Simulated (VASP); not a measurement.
# GaSb (F-43m) in VASP: a series of runs

The runs below take GaSb through single point, with revPBE, BLYP+D3(BJ), PBE+D4.

Everything below comes from runs of VASP 6.6.1. Logs are shortened: lines on timing, memory, paths and dates and some standing lists are left out, and cuts for length are marked.

**Experimental background.**

From a printed reference work, data compilation, for a bulk crystal of GaSb at 4.2 K: band gap 0.811 eV (direct).

How close the calculation comes is told below.

## Step 1: The cell of the first run

The structure is cubic, space group F-43m (No. 216). Conventional cell: a = 6.199 Å, b = 6.199 Å, c = 6.199 Å, α = 90.00°, β = 90.00°, γ = 90.00°. Sb (site symmetry -43m) has 4 Ga at 2.68 Å within 3.5 Å. Ga (site symmetry -43m) has 4 Sb at 2.68 Å within 3.5 Å.

## Step 2: Single point, revPBE

Input file INCAR:

```
SYSTEM = GaSb
  PREC = Accurate
  ENCUT = 520
  EDIFF = 1E-6
  ISMEAR = -1
  SIGMA = 0.05
  LREAL = .False.
  LASPH = .True.
  NELM = 60
  ALGO = Normal
  ISIF = 2
  LWAVE = .False.
  LCHARG = .False.
  GGA = RE
  NBANDS = 16
```

Input file KPOINTS:

```
Automatic mesh
0
Gamma
  8 8 8
  0 0 0
```

Input file POSCAR:

```
GaSb
1.0
    0.0000000000      3.0992546163      3.0992546163
    3.0992546163      0.0000000000      3.0992546163
    3.0992546163      3.0992546163      0.0000000000
Sb Ga
1 1
Direct
    0.7500000000      0.7500000000      0.7500000000
    0.0000000000      0.0000000000      0.0000000000
```

Potentials or basis: VASP PAW PBE potentials, release 64 (Sb, Ga_d).

The run is started by

```console
$ cat potpaw_PBE.64/Sb/POTCAR potpaw_PBE.64/Ga_d/POTCAR > POTCAR
$ mpirun -np 1 vasp_std > vasp.out
```

OUTCAR:

```text
SYSTEM = GaSb
   PREC = Accurate
   ENCUT = 520
   EDIFF = 1E-6
   ISMEAR = -1
   LREAL = .False.
   LASPH = .True.
   NELM = 60
   ISIF = 2
   GGA = RE

 ion  position               nearest neighbor table
   1  0.750  0.750  0.750-   2 2.68   2 2.68   2 2.68   2 2.68
   2  0.000  0.000  0.000-   1 2.68   1 2.68   1 2.68   1 2.68

  LATTYP: Found a face centered cubic cell.
 ALAT       =     6.1985092326

  Lattice vectors:

 A1 = (   0.0000000000,   3.0992546163,   3.0992546163)
 A2 = (   3.0992546163,   0.0000000000,   3.0992546163)
 A3 = (   3.0992546163,   3.0992546163,   0.0000000000)

Analysis of symmetry for initial positions (statically):
=====================================================================
 Subroutine PRICEL returns:
 Original cell was already a primitive cell.

 Routine SETGRP: Setting up the symmetry group for a
 face centered cubic supercell.

 Subroutine GETGRP returns: Found 24 space group operations
 (whereof 24 operations were pure point group operations)
 out of a pool of 48 trial point group operations.

The static configuration has the point symmetry T_d .

Analysis of symmetry for dynamics (positions and initial velocities):
=====================================================================
 Subroutine PRICEL returns:
 Original cell was already a primitive cell.

 Routine SETGRP: Setting up the symmetry group for a
 face centered cubic supercell.

 Subroutine GETGRP returns: Found 24 space group operations
 (whereof 24 operations were pure point group operations)
 out of a pool of 48 trial point group operations.

The dynamic configuration has the point symmetry T_d .

 Subroutine INISYM returns: Found 24 space group operations
 (whereof 24 operations are pure point group operations),
 and found     1 'primitive' translations

----------------------------------------------------------------------------------------

                                     Primitive cell

  volume of cell :      59.5390

  direct lattice vectors                    reciprocal lattice vectors
     0.000000000  3.099254616  3.099254616    -0.161329114  0.161329114  0.161329114
     3.099254616  0.000000000  3.099254616     0.161329114 -0.161329114  0.161329114
     3.099254616  3.099254616  0.000000000     0.161329114  0.161329114 -0.161329114

  length of vectors
     4.383007912  4.383007912  4.383007912     0.279430221  0.279430221  0.279430221

  position of ions in fractional coordinates (direct lattice)
     0.750000000  0.750000000  0.750000000
     0.000000000  0.000000000  0.000000000

  ion indices of the primitive-cell ions
   primitive index   ion index
                 1           1
                 2           2

----------------------------------------------------------------------------------------

 KPOINTS: Automatic mesh

Automatic generation of k-mesh.
 Grid dimensions read from file:
 generate k-points for:    8    8    8

 Generating k-lattice:

  Cartesian coordinates                     Fractional coordinates (reciprocal lattice)
    -0.020166139  0.020166139  0.020166139     0.125000000  0.000000000  0.000000000
     0.020166139 -0.020166139  0.020166139     0.000000000  0.125000000  0.000000000
     0.020166139  0.020166139 -0.020166139     0.000000000  0.000000000  0.125000000

  Length of vectors
     0.034928778  0.034928778  0.034928778

  Shift w.r.t. Gamma in fractional coordinates (k-lattice)
     0.000000000  0.000000000  0.000000000

 Subroutine IBZKPT returns following result:
 ===========================================

 Found     29 irreducible k-points:

 Following reciprocal coordinates:
            Coordinates               Weight
  0.000000  0.000000  0.000000      1.000000
  0.125000  0.000000  0.000000      8.000000
  0.250000  0.000000  0.000000      8.000000
  0.375000  0.000000  0.000000      8.000000
  0.500000  0.000000  0.000000      4.000000
  0.125000  0.125000  0.000000      6.000000
[... 16 lines left out ...]
  0.500000  0.250000  0.125000     48.000000
 -0.375000  0.250000  0.125000     24.000000
 [... further k-points ...]
   k-points           NKPTS =     29   k-points in BZ     NKDIM =     29   number of bands    NBANDS=     16
   number of dos      NEDOS =    301   number of ions     NIONS =      2
   total plane-waves  NPLWV =  46656
   dimension x,y,z NGX =    36 NGY =   36 NGZ =   36
   dimension x,y,z NGXF=    72 NGYF=   72 NGZF=   72
   ions per type =               1   1
   NGX,Y,Z   is equivalent  to a cutoff of  13.65, 13.65, 13.65 a.u.
   NGXF,Y,Z  is equivalent  to a cutoff of  27.31, 27.31, 27.31 a.u.
 SYSTEM =  GaSb
   PREC   = accura    normal or accurate (medium, high low for compatibility)
   ISTART =      0    job   : 0-new  1-cont  2-samecut
   ICHARG =      2    charge: 1-file 2-atom 10-const
   ISPIN  =      1    spin polarized calculation?
   LNONCOLLINEAR =      F non collinear calculations
   LSORBIT =      F    spin-orbit coupling
   LASPH  =      T    aspherical Exc in radial PAW
   ENCUT  =  520.0 eV  38.22 Ry    6.18 a.u.   8.15  8.15  8.15*2*pi/ulx,y,z
   NELM   =     60;   NELMIN=  2; NELMDL= -5     # of ELM steps
   EDIFF  = 0.1E-05   stopping-criterion for ELM
   LREAL  =      F    real-space projection
   EDIFFG = 0.1E-04   stopping-criterion for IOM
   NSW    =      0    number of steps for IOM
   IBRION =     -1    ionic relax: 0-MD 1-quasi-New 2-CG
   NFREE  =      0    steps in history (QN), initial steepest desc. (CG)
   ISIF   =      2    stress and relaxation
   ISYM   =      2    0-nonsym 1-usesym 2-fastsym
   POTIM  = 0.5000    time-step for ionic-motion
   TEBEG  =    0.0;   TEEND  =   0.0 temperature during run
   PSTRESS=    0.0 pullay stress
   NELECT =      18.0000    total number of electrons
   NUPDOWN=      -1.0000    fix difference up-down
   EMIN   =  10.00;   EMAX   =-10.00  energy-range for DOS
   EFERMI =   0.00;   METHOD = LEGACY
   ISMEAR =    -1;   SIGMA  =   0.05  broadening in eV -4-tet -1-fermi 0-gaus
   EFERMI_NEDOS =   21; number of points for ismear=-14 and -15
   IALGO  =     38    algorithm
   IMIX   =      4    mixing-type and parameters
     AMIX     =   0.40;   BMIX     =  1.00
     AMIX_MAG =   1.60;   BMIX_MAG =  1.00
  volume/ion in A,a.u.               =      29.77       200.89
  Fermi-wavevector in a.u.,A,eV,Ry     =   1.098749  2.076334 16.425619  1.207249
  Thomas-Fermi vector in A             =   2.235132
   LORBIT       =      0    0 simple, 1 ext, 2 COOP (PROOUT), +10 PAW based schemes
   GGA     = RE    functional components
   LHFCALC =     F    Hartree Fock is set to
   AEXX    =    0.0000 exact exchange contribution
   IVDW    =     0    specifies the selected vdW correction
   LEPSILON=     F    determine dielectric tensor
   LRPA    =     F    only Hartree local field effects (RPA)
 non-spin polarized calculation
  energy-cutoff  :      520.00
  volume of cell :       59.54
 maximum number of plane-waves:      1639
 NGX is ok and might be reduce to    36
   NGX = 17   NGY = 17   NGZ = 17

 number of electron      17.9999991 magnetization

 Free energy of the ion-electron system (eV)
  ---------------------------------------------------
  ext. energy  EPLUGINS =         0.00000000
  ---------------------------------------------------
  free energy    TOTEN  =        -6.79347122 eV

  energy without entropy =       -6.79298212  energy(sigma->0) =       -6.79322667

 E-fermi :   4.5998     XC(G=0):  -8.7906

 val. band max:        4.5582352774   @ k =   0.0000   0.0000   0.0000
 cond. band min:       4.9428286338   @ k =   0.5000   0.0000   0.0000
 fundamental gap:      0.3845933564
 Fermi energy:         4.5997930760

 k-point     1 :       0.0000    0.0000    0.0000
  band No.  band energies     occupation
      1     -10.4066      2.00000
      2     -10.4066      2.00000
      3     -10.4066      2.00000
      4     -10.3628      2.00000
      5     -10.3628      2.00000
      6      -6.6272      2.00000
[... 8 lines left out ...]
     15      13.0554      0.00000
     16      13.0554      0.00000

 k-point     2 :       0.1250    0.0000    0.0000
  band No.  band energies     occupation
      1     -10.4100      2.00000
      2     -10.4050      2.00000
      3     -10.4050      2.00000
      4     -10.3630      2.00000
      5     -10.3630      2.00000
      6      -6.4752      2.00000
[... 8 lines left out ...]
     15      12.3370      0.00000
     16      12.3370      0.00000

 k-point     3 :       0.2500    0.0000    0.0000
  band No.  band energies     occupation
      1     -10.4182      2.00000
      2     -10.4015      2.00000
      3     -10.4015      2.00000
      4     -10.3631      2.00000
      5     -10.3631      2.00000
      6      -6.0438      2.00000
[... 8 lines left out ...]
     15      12.1286      0.00000
     16      12.1286      0.00000

 k-point     4 :       0.3750    0.0000    0.0000
  band No.  band energies     occupation
      1     -10.4263      2.00000
      2     -10.3984      2.00000
      3     -10.3984      2.00000
      4     -10.3628      2.00000
      5     -10.3628      2.00000
      6      -5.4517      2.00000
[... 8 lines left out ...]
     15      13.0366      0.00000
     16      13.0366      0.00000

 k-point     5 :       0.5000    0.0000    0.0000
  band No.  band energies     occupation
      1     -10.4296      2.00000
      2     -10.3973      2.00000
      3     -10.3973      2.00000
      4     -10.3625      2.00000
      5     -10.3625      2.00000
      6      -5.1048      2.00000
[... 8 lines left out ...]
     15      14.3446      0.00000
     16      14.3450      0.00000

 k-point     6 :       0.1250    0.1250    0.0000
  band No.  band energies     occupation
      1     -10.4128      2.00000
      2     -10.4035      2.00000
      3     -10.4035      2.00000
      4     -10.3639      2.00000
      5     -10.3623      2.00000
      6      -6.4238      2.00000
[... 8 lines left out ...]
     15      11.5376      0.00000
     16      13.2526      0.00000

 k-point     7 :       0.2500    0.1250    0.0000
  band No.  band energies     occupation
      1     -10.4197      2.00000
      2     -10.4006      2.00000
      3     -10.4000      2.00000
      4     -10.3650      2.00000
      5     -10.3619      2.00000
      6      -6.0819      2.00000
[... 8 lines left out ...]
     15      12.6197      0.00000
     16      13.0768      0.00000

 k-point     8 :       0.3750    0.1250    0.0000
  band No.  band energies     occupation
      1     -10.4270      2.00000
      2     -10.3978      2.00000
      3     -10.3967      2.00000
      4     -10.3650      2.00000
      5     -10.3618      2.00000
      6      -5.5247      2.00000
[... 8 lines left out ...]
     15      12.9298      0.00000
     16      13.6943      0.00000

 k-point     9 :       0.5000    0.1250    0.0000
  band No.  band energies     occupation
      1     -10.4311      2.00000
      2     -10.3963      2.00000
      3     -10.3954      2.00000
      4     -10.3640      2.00000
      5     -10.3622      2.00000
      6      -5.0319      2.00000
[... 8 lines left out ...]
     15      14.1243      0.00000
     16      14.3597      0.00000
[... 172 lines left out ...]
 k-point    19 :       0.5000    0.3750    0.0000
  band No.  band energies     occupation
      1     -10.4422      2.00000
      2     -10.3877      2.00000
      3     -10.3869      2.00000
      4     -10.3712      2.00000
      5     -10.3598      2.00000
      6      -4.5108      2.00000
[... 8 lines left out ...]
     15      14.9217      0.00000
     16      15.1145      0.00000

 k-point    20 :      -0.3750    0.3750    0.0000
  band No.  band energies     occupation
      1     -10.4398      2.00000
      2     -10.3901      2.00000
      3     -10.3883      2.00000
      4     -10.3688      2.00000
      5     -10.3613      2.00000
      6      -4.3951      2.00000
[... 8 lines left out ...]
     15      13.3216      0.00000
     16      16.5130      0.00000

 k-point    21 :       0.5000    0.5000    0.0000
  band No.  band energies     occupation
      1     -10.4450      2.00000
      2     -10.3854      2.00000
      3     -10.3854      2.00000
      4     -10.3727      2.00000
      5     -10.3591      2.00000
      6      -4.3327      2.00000
[... 8 lines left out ...]
     15      15.1665      0.00000
     16      15.7226      0.00000

 k-point    22 :       0.3750    0.2500    0.1250
  band No.  band energies     occupation
      1     -10.4267      2.00000
      2     -10.3974      2.00000
      3     -10.3962      2.00000
      4     -10.3661      2.00000
      5     -10.3615      2.00000
      6      -5.6678      2.00000
[... 8 lines left out ...]
     15      13.6020      0.00000
     16      13.7576      0.00000

 k-point    23 :       0.5000    0.2500    0.1250
  band No.  band energies     occupation
      1     -10.4321      2.00000
      2     -10.3953      2.00000
      3     -10.3932      2.00000
      4     -10.3660      2.00000
      5     -10.3619      2.00000
      6      -5.1022      2.00000
[... 8 lines left out ...]
     15      13.2713      0.00000
     16      14.6818      0.00000

 k-point    24 :      -0.3750    0.2500    0.1250
  band No.  band energies     occupation
      1     -10.4342      2.00000
      2     -10.3947      2.00000
      3     -10.3920      2.00000
      4     -10.3653      2.00000
      5     -10.3625      2.00000
      6      -4.7727      2.00000
[... 8 lines left out ...]
     15      14.2272      0.00000
     16      14.6130      0.00000

 [... further k-points ...]
[... 5 lines left out ...]
  --------------------------------------------------------------------------------------
  -------------------------------------------------------------------------------------
  Total        0.5550220      0.5550220      0.5550220     -0.0000000      0.0000000      0.0000000
  in kB       14.9354744     14.9354744     14.9354744     -0.0000000      0.0000000      0.0000000
  external PRESSURE =      14.9354744 kB  Pullay stress =       0.0000000 kB

 VOLUME and BASIS-vectors are now :
 -----------------------------------------------------------------------------
  energy-cutoff  :      520.00
  volume of cell :       59.54
      direct lattice vectors                 reciprocal lattice vectors
     0.000000000  3.099254616  3.099254616    -0.161329114  0.161329114  0.161329114
     3.099254616  0.000000000  3.099254616     0.161329114 -0.161329114  0.161329114
     3.099254616  3.099254616  0.000000000     0.161329114  0.161329114 -0.161329114

 POSITION                                       TOTAL-FORCE (eV/Angst)
 -----------------------------------------------------------------------------------
      4.64888      4.64888      4.64888         0.000000      0.000000      0.000000
      0.00000      0.00000      0.00000        -0.000000     -0.000000     -0.000000
 -----------------------------------------------------------------------------------
    total drift:                               -0.000001     -0.000001     -0.000001

  FREE ENERGIE OF THE ION-ELECTRON SYSTEM (eV)
  ---------------------------------------------------
  free  energy   TOTEN  =        -6.7934712217 eV

  energy  without entropy=       -6.7929821187  energy(sigma->0) =       -6.79322667
```

It took 71 s on 1 thread of AMD EPYC 7R13, shared host; peak memory 0.18 GiB.

Results:

| Quantity | Value |
| --- | --- |
| Free energy | -6.7935 eV |
| Pressure | 1.5 GPa |
| Band gap on the k mesh | zero (filled and empty bands touch) |

Caveat: the PAW data sets were made with another functional, which shifts forces and pressure a little; spin-orbit coupling is left out, which moves the levels of the heavy elements.

## Step 3: Single point, BLYP+D3(BJ)

Input file INCAR:

```
AGGAC    = 1.0          
AGGAX    = 1.0          
ALDAC    = 0.0          
ALDAX    = 1.0          
ALGO     = Normal         # electronic algorithm
EDIFF    = 1E-7           # SCF threshold, eV
ENCUT    = 520            # plane-wave cutoff, eV
GGA      = B5             # functional
ISIF     = 2              # what is computed and relaxed
ISMEAR   = -1             # smearing method
IVDW     = 12             # dispersion correction
LASPH    = True           # aspherical terms in the spheres
LCHARG   = False          # write CHGCAR
LREAL    = False          # projectors in reciprocal space
LWAVE    = False          # write WAVECAR
NBANDS   = 16             # bands
NELM     = 80             # most SCF steps
PREC     = Accurate       # precision mode
SIGMA    = 0.05           # smearing width, eV
VDW_A1   = 0.4298       
VDW_A2   = 4.2359       
VDW_S6   = 1.0          
VDW_S8   = 2.6996
```

Input file KPOINTS:

```
k-points
0
Gamma
  8 8 8
```

POSCAR is that of step 2.

Potentials or basis: VASP PAW PBE potentials, release 64 (Sb, Ga_d).

The run is started by

```console
$ cat potpaw_PBE.64/Sb/POTCAR potpaw_PBE.64/Ga_d/POTCAR > POTCAR
$ mpirun -np 1 vasp_std > vasp.out
```

Run time: 1.7 min. Hardware: 1 thread of AMD EPYC 7R13, shared host; peak memory 0.19 GiB.

The run converged. Its results:

```yaml
Free_energy: -7.5624 eV
Pressure: -1.3 GPa
Band_gap_on_the_k_mesh: zero (filled and empty bands touch)
Dispersion_energy_per_atom: -0.745 eV
```

Levels at points of the mesh, in eV from the Fermi level:
```tsv
k point	band 6	band 7	band 8	band 9	band 10	band 11	band 12	band 13
(0.00, 0.00, 0.00)	-11.26	-0.43	-0.04	-0.04	-0.04	2.77	2.77	2.77
(0.50, 0.00, 0.00)	-9.76	-6.22	-1.13	-1.13	0.27	3.77	3.77	6.66
(0.50, 0.50, 0.00)	-8.99	-6.72	-2.45	-2.45	0.98	1.43	8.32	8.32
```

Caveat: the PAW data sets were made with another functional, which shifts forces and pressure a little; spin-orbit coupling is left out, which moves the levels of the heavy elements; pairwise dispersion overbinds metals, which lowers pressure and volume.

[end of part 1 of 2]
